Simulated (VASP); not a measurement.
# LuH2 (Fm-3m) in VASP: notebook

The runs below take LuH2 through relaxation of cell and atoms, with PBEsol.

All numbers are computed with VASP 6.6.1; they aren't measurements. Logs are shortened: lines on timing, memory, paths and dates and some standing lists are left out, and cuts for length are marked.

## (1) Starting point

It takes space group Fm-3m (No. 225, cubic). The conventional cell has a = 5.033 Å, b = 5.033 Å, c = 5.033 Å, α = 90.00°, β = 90.00°, γ = 90.00°. Lu (site symmetry m-3m) is surrounded by 8 H at 2.18 Å. H (site symmetry -43m) is surrounded by 4 Lu at 2.18 Å.

## (2) Relaxation of cell and atoms, PBEsol

File INCAR:

```
SYSTEM = LuH2
ALGO = Normal
EDIFF = 1E-6
EDIFFG = -0.01
ENCUT = 600
GGA = PS
IBRION = 2
ISIF = 3
ISMEAR = 1
KPAR = 2
LASPH = .TRUE.
LCHARG = .FALSE.
LREAL = .FALSE.
LWAVE = .FALSE.
NELM = 80
NSW = 90
PREC = Accurate
SIGMA = 0.1
```

File KPOINTS:

```
k-points
0
G
  14 14 14
  0 0 0
```

File POSCAR:

```
LuH2
1.0
    0.0000000000      2.5165000000      2.5165000000
    2.5165000000      0.0000000000      2.5165000000
    2.5165000000      2.5165000000      0.0000000000
Lu H
1 2
Direct
    0.0000000000      0.0000000000      0.0000000000
    0.2500000000      0.2500000000      0.2500000000
    0.7500000000      0.7500000000      0.7500000000
```

Potentials or basis: VASP PAW PBE potentials, release 64 (Lu, H).

Run with:

```
> cat potpaw_PBE.64/Lu/POTCAR potpaw_PBE.64/H/POTCAR > POTCAR
> mpirun -np 2 vasp_std > vasp.out
```

OUTCAR:

```text
SYSTEM = LuH2
   EDIFF = 1E-6
   EDIFFG = -0.01
   ENCUT = 600
   GGA = PS
   IBRION = 2
   ISIF = 3
   ISMEAR = 1
   LASPH = .TRUE.
   LREAL = .FALSE.
   NELM = 80
   NSW = 90
   PREC = Accurate

 ion  position               nearest neighbor table
   1  0.000  0.000  0.000-   3 2.18   3 2.18   3 2.18   2 2.18   2 2.18   2 2.18   3 2.18   2 2.18

   2  0.250  0.250  0.250-   1 2.18   1 2.18   1 2.18   1 2.18
   3  0.750  0.750  0.750-   1 2.18   1 2.18   1 2.18   1 2.18

  LATTYP: Found a face centered cubic cell.
 ALAT       =     5.0330000000

  Lattice vectors:

 A1 = (   0.0000000000,   2.5165000000,   2.5165000000)
 A2 = (   2.5165000000,   0.0000000000,   2.5165000000)
 A3 = (   2.5165000000,   2.5165000000,   0.0000000000)

Analysis of symmetry for initial positions (statically):
=====================================================================
 Subroutine PRICEL returns:
 Original cell was already a primitive cell.

 Routine SETGRP: Setting up the symmetry group for a
 face centered cubic supercell.

 Subroutine GETGRP returns: Found 48 space group operations
 (whereof 48 operations were pure point group operations)
 out of a pool of 48 trial point group operations.

The static configuration has the point symmetry O_h .

Analysis of symmetry for dynamics (positions and initial velocities):
=====================================================================
 Subroutine PRICEL returns:
 Original cell was already a primitive cell.

 Routine SETGRP: Setting up the symmetry group for a
 face centered cubic supercell.

 Subroutine GETGRP returns: Found 48 space group operations
 (whereof 48 operations were pure point group operations)
 out of a pool of 48 trial point group operations.

The dynamic configuration has the point symmetry O_h .

 Subroutine INISYM returns: Found 48 space group operations
 (whereof 48 operations are pure point group operations),
 and found     1 'primitive' translations

----------------------------------------------------------------------------------------

                                     Primitive cell

  volume of cell :      31.8728

  direct lattice vectors                    reciprocal lattice vectors
     0.000000000  2.516500000  2.516500000    -0.198688655  0.198688655  0.198688655
     2.516500000  0.000000000  2.516500000     0.198688655 -0.198688655  0.198688655
     2.516500000  2.516500000  0.000000000     0.198688655  0.198688655 -0.198688655

  length of vectors
     3.558868430  3.558868430  3.558868430     0.344138845  0.344138845  0.344138845

  position of ions in fractional coordinates (direct lattice)
     0.000000000  0.000000000  0.000000000
     0.250000000  0.250000000  0.250000000
     0.750000000  0.750000000  0.750000000

  ion indices of the primitive-cell ions
   primitive index   ion index
                 1           1
                 2           2
                 3           3

----------------------------------------------------------------------------------------

 KPOINTS: k-points

Automatic generation of k-mesh.
 Grid dimensions read from file:
 generate k-points for:   14   14   14

 Generating k-lattice:

  Cartesian coordinates                     Fractional coordinates (reciprocal lattice)
    -0.014192047  0.014192047  0.014192047     0.071428571  0.000000000  0.000000000
     0.014192047 -0.014192047  0.014192047     0.000000000  0.071428571  0.000000000
     0.014192047  0.014192047 -0.014192047     0.000000000  0.000000000  0.071428571

  Length of vectors
     0.024581346  0.024581346  0.024581346

  Shift w.r.t. Gamma in fractional coordinates (k-lattice)
     0.000000000  0.000000000  0.000000000

 Subroutine IBZKPT returns following result:
 ===========================================

 Found    104 irreducible k-points:

 Following reciprocal coordinates:
            Coordinates               Weight
  0.000000  0.000000  0.000000      1.000000
  0.071429  0.000000  0.000000      8.000000
  0.142857  0.000000  0.000000      8.000000
  0.214286  0.000000  0.000000      8.000000
  0.285714  0.000000  0.000000      8.000000
  0.357143  0.000000  0.000000      8.000000
[... 16 lines left out ...]
  0.214286  0.142857  0.000000     24.000000
  0.285714  0.142857  0.000000     24.000000
 [... further k-points ...]
   k-points           NKPTS =    104   k-points in BZ     NKDIM =    104   number of bands    NBANDS=     17
   number of dos      NEDOS =    301   number of ions     NIONS =      3
   total plane-waves  NPLWV =  21952
   dimension x,y,z NGX =    28 NGY =   28 NGZ =   28
   dimension x,y,z NGXF=    56 NGYF=   56 NGZF=   56
   ions per type =               1   2
   NGX,Y,Z   is equivalent  to a cutoff of  13.08, 13.08, 13.08 a.u.
   NGXF,Y,Z  is equivalent  to a cutoff of  26.16, 26.16, 26.16 a.u.
 SYSTEM =  LuH2
   PREC   = accura    normal or accurate (medium, high low for compatibility)
   ISTART =      0    job   : 0-new  1-cont  2-samecut
   ICHARG =      2    charge: 1-file 2-atom 10-const
   ISPIN  =      1    spin polarized calculation?
   LNONCOLLINEAR =      F non collinear calculations
   LSORBIT =      F    spin-orbit coupling
   LASPH  =      T    aspherical Exc in radial PAW
   ENCUT  =  600.0 eV  44.10 Ry    6.64 a.u.   7.11  7.11  7.11*2*pi/ulx,y,z
   NELM   =     80;   NELMIN=  2; NELMDL= -5     # of ELM steps
   EDIFF  = 0.1E-05   stopping-criterion for ELM
   LREAL  =      F    real-space projection
   EDIFFG = -.1E-01   stopping-criterion for IOM
   NSW    =     90    number of steps for IOM
   IBRION =      2    ionic relax: 0-MD 1-quasi-New 2-CG
   NFREE  =      1    steps in history (QN), initial steepest desc. (CG)
   ISIF   =      3    stress and relaxation
   ISYM   =      2    0-nonsym 1-usesym 2-fastsym
   POTIM  = 0.5000    time-step for ionic-motion
   TEBEG  =    0.0;   TEEND  =   0.0 temperature during run
   PSTRESS=    0.0 pullay stress
   NELECT =      27.0000    total number of electrons
   NUPDOWN=      -1.0000    fix difference up-down
   EMIN   =  10.00;   EMAX   =-10.00  energy-range for DOS
   EFERMI =   0.00;   METHOD = LEGACY
   ISMEAR =     1;   SIGMA  =   0.10  broadening in eV -4-tet -1-fermi 0-gaus
   EFERMI_NEDOS =   21; number of points for ismear=-14 and -15
   IALGO  =     38    algorithm
   IMIX   =      4    mixing-type and parameters
     AMIX     =   0.40;   BMIX     =  1.00
     AMIX_MAG =   1.60;   BMIX_MAG =  1.00
  volume/ion in A,a.u.               =      10.62        71.70
  Fermi-wavevector in a.u.,A,eV,Ry     =   1.549016  2.927215 32.646494  2.399450
  Thomas-Fermi vector in A             =   2.653883
   LORBIT       =      0    0 simple, 1 ext, 2 COOP (PROOUT), +10 PAW based schemes
   GGA     = PS    functional components
   LHFCALC =     F    Hartree Fock is set to
   AEXX    =    0.0000 exact exchange contribution
   IVDW    =     0    specifies the selected vdW correction
   LEPSILON=     F    determine dielectric tensor
   LRPA    =     F    only Hartree local field effects (RPA)
 conjugate gradient relaxation of ions
 non-spin polarized calculation
 Methfessel and Paxton  Order N= 1 SIGMA  =   0.10
  energy-cutoff  :      600.00
  volume of cell :       31.87
 maximum number of plane-waves:      1090
   NGX = 15   NGY = 15   NGZ = 15

--------------------------------------- Ionic step        1  -------------------------------------------

 number of electron      27.0000002 magnetization

 Free energy of the ion-electron system (eV)
  ---------------------------------------------------
  ext. energy  EPLUGINS =         0.00000000
  ---------------------------------------------------
  free energy    TOTEN  =       -13.68538434 eV

  energy without entropy =      -13.68534942  energy(sigma->0) =      -13.68537270

------------------------ aborting loop because EDIFF is reached ----------------------------------------

  FORCE on cell =-STRESS in cart. coord.  units (eV):
  Direction    XX          YY          ZZ          XY          YZ          ZX
  --------------------------------------------------------------------------------------
  -------------------------------------------------------------------------------------
  Total       -0.7298937     -0.7298937     -0.7298937     -0.0000000     -0.0000000      0.0000000
  in kB      -36.6901413    -36.6901413    -36.6901413     -0.0000000     -0.0000000      0.0000000
  external PRESSURE =     -36.6901413 kB  Pullay stress =       0.0000000 kB
[... 59 lines left out ...]
  energy  without entropy=      -13.7000439387  energy(sigma->0) =      -13.70005958

--------------------------------------- Ionic step        3  -------------------------------------------

 number of electron      26.9999997 magnetization

 Free energy of the ion-electron system (eV)
  ---------------------------------------------------
  ext. energy  EPLUGINS =         0.00000000
  ---------------------------------------------------
  free energy    TOTEN  =       -13.70029908 eV

  energy without entropy =      -13.70027693  energy(sigma->0) =      -13.70029170

 E-fermi :   2.6521     XC(G=0): -11.3914

 val. band max:        2.6005036410   @ k =  -0.3571   0.2143   0.0000
 cond. band min:       2.6794509265   @ k =   0.4286   0.2143   0.0000
 fundamental gap:      0.0789472856
 Fermi energy:         2.6520963820

 k-point     1 :       0.0000    0.0000    0.0000
  band No.  band energies     occupation
      1     -53.3408      2.00000
      2     -23.8398      2.00000
      3     -23.8398      2.00000
      4     -23.8398      2.00000
      5      -6.7663      2.00000
      6      -2.4665      2.00000
[... 9 lines left out ...]
     16       4.0800     -0.00000
     17       7.0404      0.00000
[... 443 lines left out ...]
      1     -53.3250      2.00000
      2     -24.1030      2.00000
      3     -23.9045      2.00000
      4     -23.9022      2.00000
      5      -5.1178      2.00000
      6      -2.4962      2.00000
[... 9 lines left out ...]
     16       5.7415      0.00000
     17       7.6865      0.00000

 [... further k-points ...]
[... 5 lines left out ...]
  --------------------------------------------------------------------------------------
  -------------------------------------------------------------------------------------
  Total        0.0078912      0.0078912      0.0078912      0.0000000     -0.0000000      0.0000000
  in kB        0.4131604      0.4131604      0.4131604      0.0000000     -0.0000000      0.0000000
  external PRESSURE =       0.4131604 kB  Pullay stress =       0.0000000 kB
[... 18 lines left out ...]
  FREE ENERGIE OF THE ION-ELECTRON SYSTEM (eV)
  ---------------------------------------------------
  free  energy   TOTEN  =       -13.7002990804 eV

  energy  without entropy=      -13.7002769256  energy(sigma->0) =      -13.70029170

 reached required accuracy - stopping structural energy minimisation
```

It took 40 s on 2 MPI ranks of AMD EPYC 9R45 (Zen 5), shared host; peak memory 0.2 GiB.

Results:

| Item | Value |
| --- | --- |
| Free energy | -13.7003 eV |
| Relaxed volume | 10.20 Å³/atom |
| Relaxed cell | a = 3.511 Å, b = 3.511 Å, c = 3.511 Å, α = 60.00°, β = 60.00°, γ = 60.00° |
| Space group after relaxing (to 0.05 Å) | Fm-3m (No. 225) |
| Energy gained by relaxing | 5.0 meV/atom |
| Ionic steps | 3 |
| Pressure after relaxing | 0.0 GPa |
| Band gap on the k mesh | none (metal or under the smearing width) |

The path:
```
step  energy change (eV)  largest force (eV/Å)  pressure (GPa)  volume (Å³)
   1              0.0000                0.0000           -3.67        31.87
   2             -0.0147                0.0000           -0.51        30.76
   3             -0.0149                0.0000            0.04        30.60
```

Final structure:
```
CELL_PARAMETERS angstrom
0.00000 2.48257 2.48257
2.48257 0.00000 2.48257
2.48257 2.48257 0.00000
ATOMIC_POSITIONS crystal
Lu 0.00000 0.00000 0.00000
H 0.25000 0.25000 0.25000
H 0.75000 0.75000 0.75000
```

Caveat: the PAW data sets were made with another functional, which shifts forces and pressure a little. Spin-orbit coupling is left out, which matters for the levels of Lu.

## (3) Relaxation of cell and atoms, PBEsol

This run uses another cell than the first one, of 10.20 Å³/atom, 0.960 times its volume.

INCAR: that of step 2 with these lines changed.

```diff
@@ -2,4 +2,4 @@
 ALGO = Normal
-EDIFF = 1E-6
-EDIFFG = -0.01
+EDIFF = 1E-7
+EDIFFG = -0.005
 ENCUT = 600
```

KPOINTS is that of step 2.

File POSCAR:

```
LuH2                                    
1.0
   -0.0000000000      2.4825683824      2.4825683824
    2.4825683824     -0.0000000000      2.4825683824
    2.4825683824      2.4825683824      0.0000000000
  Lu              H             
     1     2
Direct
     0.0000000000000000    0.0000000000000000    0.0000000000000000
     0.2500000000000000    0.2500000000000000    0.2500000000000000
     0.7500000000000000    0.7500000000000000    0.7500000000000000
```

Potentials or basis: VASP PAW PBE potentials, release 64 (Lu, H).

Run with:

```
> cat potpaw_PBE.64/Lu/POTCAR potpaw_PBE.64/H/POTCAR > POTCAR
> mpirun -np 2 vasp_std > vasp.out
```

It took 17 s on 2 MPI ranks of AMD EPYC 9R45 (Zen 5), shared host; peak memory 0.19 GiB.

It converged, with:

```yaml
Free_energy: -13.7000 eV
Pressure_after_relaxing: 0.0 GPa
Band_gap_on_the_k_mesh: none (metal or under the smearing width)
```

Final structure:
```
Lu H
1.0
     0.00000    2.48257    2.48257
     2.48257    0.00000    2.48257
     2.48257    2.48257    0.00000
Lu H
1 2
Direct
  0.00000 0.00000 0.00000
  0.25000 0.25000 0.25000
  0.75000 0.75000 0.75000
```

Levels at points of the mesh, in eV from the Fermi level:
```tsv
k point	band 11	band 12	band 13	band 14	band 15	band 16
(0.00, 0.00, 0.00)	-4.70	-4.70	-0.31	1.43	1.43	1.43
(0.50, 0.00, 0.00)	-4.71	-4.69	-3.76	1.50	1.50	5.07
(0.50, 0.50, 0.00)	-4.73	-4.73	-3.80	-2.40	6.22	6.30
```

Caveat: the relaxation stopped at its first step, so nothing moved; the PAW data sets were made with another functional, which shifts forces and pressure a little. The run has no spin-orbit coupling, so splittings on Lu are missing.
